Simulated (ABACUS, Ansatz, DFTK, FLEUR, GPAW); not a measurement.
## KTaO3: energy against volume and a worked fit

```cif
data_structure
_symmetry_space_group_name_H-M 'Pm-3m'
_symmetry_Int_Tables_number 221
_cell_length_a 3.9883
_cell_length_b 3.9883
_cell_length_c 3.9883
_cell_angle_alpha 90.000
_cell_angle_beta 90.000
_cell_angle_gamma 90.000
_cell_volume 63.44
loop_
_atom_site_label
_atom_site_type_symbol
_atom_site_symmetry_multiplicity
_atom_site_Wyckoff_symbol
_atom_site_fract_x
_atom_site_fract_y
_atom_site_fract_z
_atom_site_occupancy
Ta1 Ta 1 a 0.00000 0.00000 0.00000 1
K1 K 1 b 0.50000 0.50000 0.50000 1
O1 O 3 d 0.00000 0.00000 0.50000 1
```

The cell was scaled at fixed shape and fractions and run with Ansatz, Ansatz PAW, cutoff 420 eV; PBEsol, k mesh 7 × 7 × 7 on the cell of 5 atoms, fermi-dirac occupations of 0.05 eV, no spin polarisation, no spin-orbit coupling. The potentials were made for PBE. Energies are those that the program minimises, any entropy of the smearing included.

| V (Å³/atom) | energy over the lowest row (meV/atom) |
| --- | --- |
| 11.9267 | 29.89 |
| 12.1805 | 12.27 |
| 12.4342 | 2.52 |
| 12.6880 | 0.00 |
| 12.9418 | 3.77 |
| 13.1955 | ? |
| 13.4493 | 27.83 |

**Question.** Fit the third-order Birch-Murnaghan form, give V0, B0 and B′, and predict the energy left open.

**Answer.** With y = (V0/V)^(2/3), E = E0 + (9 V0 B0/16) [(y - 1)³ B′ + (y - 1)² (6 - 4y)]. Least squares through the rows shown give V0 = 12.6592 Å³/atom, E0 = -0.06 meV, B0 = 202.8 GPa (1 eV/Å³ = 160.218 GPa) and B′ = 4.56, with a largest miss of 0.04 meV. At V = 13.1955 the form with these constants gives 13.25 meV; the run gave 13.25 meV an atom. Other set-ups at this level, from all their volumes (Å³/atom, GPa): ABACUS, PseudoDojo NC SR 0.4.1 PBEsol standard, plane waves: V0 12.582, B0 202.9; DFTK, PseudoDojo SR PBEsol 0.4.1 standard (PBEsol): V0 12.583, B0 202.9; FLEUR, all-electron, FLAPW: V0 12.662, B0 200.9; GPAW, PAW data sets generated for this functional: V0 12.691, B0 201.7. Measured volume: 12.69 Å³/atom (a printed reference work), so the fit lies -0.2 % from it. The runs are for a static lattice.
